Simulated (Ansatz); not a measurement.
# Where Nb_Al puts its levels in the gap of AlN (P6_3mc), part 2 of 2

Wanted: the transition levels of a substitutional impurity in AlN (P6_3mc), from a cell of 72 host atoms with 1 Al taken out and 1 Nb put in.

Ansatz; place-levels on r2SCAN runs: charge-transition levels and formation energies with image-charge correction and potential alignment at the atomic sites; PAW set soft_1.

So far: The structure; Charge states.

### 3. place-levels, r2SCAN

A charged cell interacts with its images and the background, and its potential has another zero than the host's. place-levels removes the first by a point-charge model, screened by the static dielectric constant since the ions have relaxed around the charge, and the second by comparing potentials at atoms far from the defect.

The host is a run of the defect-free crystal in the same cutoffs, grids and k-points, so that basis and sampling errors cancel in part in the differences. The host is run in a cell of 8 atoms on a matching mesh. Its band edges are searched through the zone by a band path, so the gap is smaller than, or equal to, that on the mesh. Chemical potentials are energies per atom of Al (fcc) and Nb (bcc), run with the same functional and cutoff.

Contents of levels.point.yaml:

```yaml
host:
  run: host.point.run
states: [qm1_M1.point.run, qm1_M3.point.run, q0.point.run, q0_M2.point.run, qp1_M1.point.run, qp2.point.run]
geometry_from:
  qm1_M1.point.run: qm1_M1.relax.run
  qm1_M3.point.run: qm1_M3.relax.run
  q0.point.run: q0.relax.run
  q0_M2.point.run: q0_M2.relax.run
  qp1_M1.point.run: qp1_M1.relax.run
  qp2.point.run: qp2.relax.run
  host.point.run: host.relax.run
chemical_potentials:
  Al:
    energy: -540.418346
    dataset: <sha256 of the dataset>
  Nb:
    energy: -4563.656891
    dataset: "<sha256 of the dataset>"
epsilon: [4.49, 4.49, 4.72]
static_epsilon: [8.15, 8.15, 9.65]
vertical:
  - { from: qm1_M1.point.run, to: qm1_M1.point_neutral.run }
  - { from: qm1_M3.point.run, to: qm1_M3.point_neutral.run }
  - { from: qp1_M1.point.run, to: qp1_M1.point_neutral.run }
  - { from: qp2.point.run, to: qp2.point_neutral.run }
```

Command:

```sh
> ansatz place-levels levels.point.yaml -- --threads 4 --pin off --max-ram 15073MiB
```

What it wrote:

```text
[... repeated set-up lines and file paths are left out, and long positions are rounded to six places ...]
(+2/+1) 2.288 eV above the valence edge, 2.590 eV under the conduction edge
(+1/0) 3.058 eV above the valence edge, 1.820 eV under the conduction edge
(0/-1) 4.555 eV above the valence edge, 0.322 eV under the conduction edge
formation energy of charge +2: -1.150 eV with the Fermi level at the valence edge
formation energy of charge +1: +1.137 eV with the Fermi level at the valence edge
formation energy of charge 0: +4.195 eV with the Fermi level at the valence edge
formation energy of charge -1: +8.750 eV with the Fermi level at the valence edge
vertical -1 to 0: no energy, since no alignment is typed
  the change from vertical[0].from (qm1_M1.point.run) to vertical[0].to (qm1_M1.point_neutral.run): by its potential at epsilon [4.49, 4.49, 4.72] it stands at 0.408 0.592 0.463, with an rms radius of about 1.8 Å (1.2 1.2 0.6 Å across the planes of the cell's [...]
vertical -1 to 0: no energy, since no alignment is typed
  the change from vertical[1].from (qm1_M3.point.run) to vertical[1].to (qm1_M3.point_neutral.run): by its potential at epsilon [4.49, 4.49, 4.72] it stands at 0.579 0.618 0.480, with an rms radius of about 1.7 Å (1.2 1.2 0.0 Å across the planes of the cell's [...]
vertical +1 to 0: no energy, since no alignment is typed
  the change from vertical[2].from (qp1_M1.point.run) to vertical[2].to (qp1_M1.point_neutral.run): by its potential at epsilon [4.49, 4.49, 4.72] it stands at 0.467 0.533 0.496, with an rms radius of about 1.9 Å (1.1 1.1 1.2 Å across the planes of the cell's [...]
vertical +2 to 0: no energy, since no alignment is typed
  the change from vertical[3].from (qp2.point.run) to vertical[3].to (qp2.point_neutral.run): by its potential at epsilon [4.49, 4.49, 4.72] it stands at 0.466 0.534 0.506, with an rms radius of about 2.0 Å (1.1 1.1 1.2 Å across the planes of the cell's [...]
  edges by r2scan, gap 4.878 eV; the host is sampled to repeats of 18.64 Å
  the defect's cells are sampled to repeats of 18.64 Å, like sampling
  charge +2: -37463.7372 eV with its correction of +1.624 eV, at epsilon [8.15, 8.15, 9.65], aligned at sites: +0.2865 eV, mean over 33 atomic sites at or beyond 4.66 Å from the host's site at [0.4444, 0.5556, 0.4997] by the defect at [0.4444, 0.5556, [...]
  charge +1: -37454.5311 eV with its correction of +0.552 eV, at epsilon [8.15, 8.15, 9.65], aligned at sites: +0.2891 eV, mean over 33 atomic sites at or beyond 4.66 Å from the host's site at [0.4444, 0.5556, 0.4997] by the defect at [0.4444, 0.5556, [...]
  charge 0: +0.000 eV for its dipole among its images, +0.000 omitted
  charge -1: -37433.0819 eV with its correction of -0.065 eV, at epsilon [8.15, 8.15, 9.65], aligned at sites: +0.3277 eV, mean over 33 atomic sites at or beyond 4.66 Å from the host's site at [0.4444, 0.5556, 0.4997] by the defect at [0.4444, 0.5556, [...]
  charge 0: states[2] (q0.point.run) stands 0.759 eV higher, with a moment of 0.00 μB against 2.00
  charge -1: states[0] (qm1_M1.point.run) stands 0.200 eV higher, with a moment of 1.00 μB against 3.00
  of states[5] (qp2.point.run): it parts from the run that its charge is read beside by 2 carriers, of which the mean alone is read, by its potential at epsilon [4.49, 4.49, 4.72], taken for that of held ions (one typed too small widens it): that is narrow, [...]
  of states[4] (qp1_M1.point.run): its displacements don't fall off away from the defect: farther atoms stand 0.011 Å off the host's places. [...]
  of states[3] (q0_M2.point.run): its displacements don't fall off away from the defect: farther atoms stand 0.011 Å off the host's places. [...]
  of states[1] (qm1_M3.point.run): its displacements don't fall off away from the defect: farther atoms stand 0.016 Å off the host's places. [...]
  of states[2] (q0.point.run): its displacements don't fall off away from the defect: farther atoms stand 0.014 Å off the host's places. [...]
  of states[0] (qm1_M1.point.run): its displacements don't fall off away from the defect: farther atoms stand 0.015 Å off the host's places. [...]
  of vertical[0].from (qm1_M1.point.run): its displacements don't fall off away from the defect: farther atoms stand 0.015 Å off the host's places. [...]
  of vertical[0].to (qm1_M1.point_neutral.run): its displacements don't fall off away from the defect: farther atoms stand 0.015 Å off the host's places. [...]
  of vertical[1].from (qm1_M3.point.run): its displacements don't fall off away from the defect: farther atoms stand 0.016 Å off the host's places. [...]
  vertical[1].to (qm1_M3.point_neutral.run): levels filled in part (TS 0.014 eV): its energy is of no whole electron's
  of vertical[1].to (qm1_M3.point_neutral.run): its displacements don't fall off away from the defect: farther atoms stand 0.016 Å off the host's places. [...]
  of vertical[2].from (qp1_M1.point.run): its displacements don't fall off away from the defect: farther atoms stand 0.011 Å off the host's places. [...]
  vertical[2].to (qp1_M1.point_neutral.run): levels filled in part (TS 0.011 eV): its energy is of no whole electron's
  of vertical[2].to (qp1_M1.point_neutral.run): its displacements don't fall off away from the defect: farther atoms stand 0.011 Å off the host's places. [...]
  of vertical[3].from (qp2.point.run): its displacements don't fall off away from the defect: farther atoms stand 0.012 Å off the host's places. [...]
  vertical[3].to (qp2.point_neutral.run): levels filled in part (TS 0.009 eV): its energy is of no whole electron's
  of vertical[3].to (qp2.point_neutral.run): its displacements don't fall off away from the defect: farther atoms stand 0.012 Å off the host's places. [...]
```

Run time: 0.5 s. Hardware: 4 threads of Intel Xeon 6975P-C (Granite Rapids), shared host.

Levels between the charges placed, in eV above the valence top:

|  | gap (eV) | (+2/+1) | (+1/0) | (0/−1) |
| --- | --- | --- | --- | --- |
| r2SCAN | 4.88 | 2.29 | 3.06 | 4.56 |

Corrections by state:

| charge | moment (μB) | image terms and alignment (eV) | band filling (eV) | ε used | over the lowest of its charge, as the program ranks them, band filling apart (eV) |
| --- | --- | --- | --- | --- | --- |
| +2 | 0.0 | 1.624 | - | principal values (8.15, 8.15, 9.65) | 0.000 |
| +1 | 1.0 | 0.552 | - | principal values (8.15, 8.15, 9.65) | 0.000 |
| 0 | 2.0 | 0.000 | - | - | 0.000 |
| −1 | 3.0 | -0.065 | - | principal values (8.15, 8.15, 9.65) | 0.000 |
| 0 | 0.0 | 0.000 | - | - | 0.759 |
| −1 | 1.0 | -0.057 | - | principal values (8.15, 8.15, 9.65) | 0.200 |

The charged structures listed were also run neutral, and place-levels reads from each pair, by the potential or the spins, how wide the charge is by which they differ; that can be the carrier of either run.

| charge | rms radius (Å) | spread where it is widest against the cell (Å) | wide from (Å) | reading |
| --- | --- | --- | --- | --- |
| +2 | 2.0 | 1.11 | 1.40 | narrow |
| +1 | 1.9 | 1.07 | 1.40 | narrow |
| −1 | 1.7 | 1.23 | 1.40 | narrow |

The neutral runs of these pairs need not share the spin of the lowest neutral state, and very wide values only mean spread over the cell.

From the program's caveats on the states, each cut to its opening words:

- charge +2: it parts from the run that its charge is read beside by 2 carriers, of which the mean alone is read, by its potential at epsilon [4.49, 4.49, 4.72], taken for [...]
- charge +2: its displacements don't fall off away from the defect: farther atoms stand 0.012 Å off the host's places
- charge +1 (1 μB), 0 (2 μB): its displacements don't fall off away from the defect: farther atoms stand 0.011 Å off the host's places
- charge +1 (1 μB), 0 (2 μB), −1 (3 μB), −1 (1 μB): flagged: stability check not made
- charge −1 (3 μB): its displacements don't fall off away from the defect: farther atoms stand 0.016 Å off the host's places
- charge 0: its displacements don't fall off away from the defect: farther atoms stand 0.014 Å off the host's places
- charge −1 (1 μB): its displacements don't fall off away from the defect: farther atoms stand 0.015 Å off the host's places

Chemical potentials of the elements' reference phases, run alike. Formation energies (elemental references), with the Fermi level at the valence top and at the conduction bottom (gap 4.88 eV):

| charge | at valence top (eV) | at conduction bottom (eV) | correction included (eV) |
| --- | --- | --- | --- |
| +2 | -1.15 | 8.61 | 1.62 |
| +1 | 1.14 | 6.02 | 0.55 |
| 0 | 4.20 | 4.20 | 0.00 |
| −1 | 8.75 | 3.87 | -0.06 |

Fermi level (eV), lowest formation energy (eV) and a bar from the least value:
```
     0.00      -1.15 
     0.44      -0.26 #####
     0.89       0.62 ##########
     1.33       1.51 ###############
     1.77       2.39 ####################
     2.22       3.28 #########################
     2.66       3.80 ############################
     3.11       4.20 ##############################
     3.55       4.20 ##############################
     3.99       4.20 ##############################
     4.43       4.20 ##############################
     4.88       3.87 ############################
```

### 4. The same at the relaxations' own k-points

The relaxations' own energies give the levels at their sampling, for comparison.

Contents of levels.relax_mesh.yaml:

```yaml
host:
  run: host.relax.run
states: [qm1_M1.relax.run, qm1_M3.relax.run, q0.relax.run, q0_M2.relax.run, qp1_M1.relax.run, qp2.relax.run]
chemical_potentials:
  Al:
    energy: -540.418346
    dataset: <sha256 of the dataset>
  Nb:
    energy: -4563.656891
    dataset: "<sha256 of the dataset>"
```

Command:

```sh
> ansatz place-levels levels.relax_mesh.yaml -- --threads 4 --pin off --max-ram 15073MiB
```

What it wrote:

```text
(+2/+1) 2.290 eV above the valence edge, 2.596 eV under the conduction edge
(+1/0) 3.110 eV above the valence edge, 1.776 eV under the conduction edge
(0/-1) 4.531 eV above the valence edge, 0.355 eV under the conduction edge
formation energy of charge +2: -1.048 eV with the Fermi level at the valence edge
formation energy of charge +1: +1.242 eV with the Fermi level at the valence edge
formation energy of charge 0: +4.352 eV with the Fermi level at the valence edge
formation energy of charge -1: +8.882 eV with the Fermi level at the valence edge
  edges by r2scan, gap 4.886 eV; the host is sampled to repeats of 13.64 Å
[... the lines on each state left out ...]
```

Run time: 0.15 s. Hardware: 4 threads.

Levels between neighbouring charges, in eV above the valence top:

|  | gap (eV) | (+2/+1) | (+1/0) | (0/−1) |
| --- | --- | --- | --- | --- |
| one point at (¼, ¼, ¼) | 4.89 | 2.29 | 3.11 | 4.53 |
| a 2×2×2 shifted mesh | 4.88 | 2.29 | 3.06 | 4.56 |

Going from one point at (¼, ¼, ¼) to a 2×2×2 shifted mesh moves the levels that carry no band-filling term by up to 0.05 eV and formation energies against the elements by up to 0.16 eV.

### 5. Summary of results

* gap of the host: 4.88 eV (r2SCAN)
* level (plus 2/plus 1): 2.29 eV above the valence top
* level (plus 1/0): 3.06 eV above the valence top
* level (0/minus 1): 4.56 eV above the valence top
* lowest of the charges placed, just above the valence top (0.02 eV): +2
* lowest of the charges placed, just below the conduction bottom (0.02 eV): −1
* lowest formation energy at mid-gap of the charges run, elemental references: 3.58 eV

Of the charges placed (−1, 0, +1 and +2), the lowest changes at 2.29 eV (+2/+1), 3.06 eV (+1/0) and 4.56 eV (0/−1) above the valence top, in a gap of 4.88 eV. Charges above +2 and below −1 were not placed, so these runs say nothing of levels that involve them. States placed: +2 at 0 μB; +1 at 1 μB; 0 at 2 μB and 0 μB; −1 at 3 μB and 1 μB. Other spin states or structures, where not listed, weren't placed. Corrections reach 1.6 eV, so the cell is small for these charges and their levels are rough. Nb is taken at its element; compounds, which aren't counted here, bound the chemical potentials and would shift these formation energies. Going from one point at (¼, ¼, ¼) to a 2×2×2 shifted mesh moves the levels that carry no band-filling term by up to 0.05 eV and formation energies against the elements by up to 0.16 eV. Keep in mind: r2SCAN makes the gap too small and tends to spread out bound carriers; where a gas molecule sets a chemical potential or the host's formation energy, its binding is uncorrected; force components of up to 0.23 eV/Å remain in a run at the final settings.

[Logs are printed without paths, hosts, clocks, repeated set-up lines and the standing remarks that a program may print on its own settings, such as how far it seeks lower states.]

[Hosts, paths, dates, database ids (printed as entryN), source tags and the programs' standing remarks are cut or masked in the printed files.]

[Where a table of states has a column of steps, it counts the stored structures, which are thinned; the runs took as many ionic steps or more.]

[A defect's name tells the site on which it was built; relaxed atoms can leave that site.]

[For some hosts the program warned that the k-mesh of the response run may be too coarse for force constants and the static dielectric constant; such warnings are not shown here.]
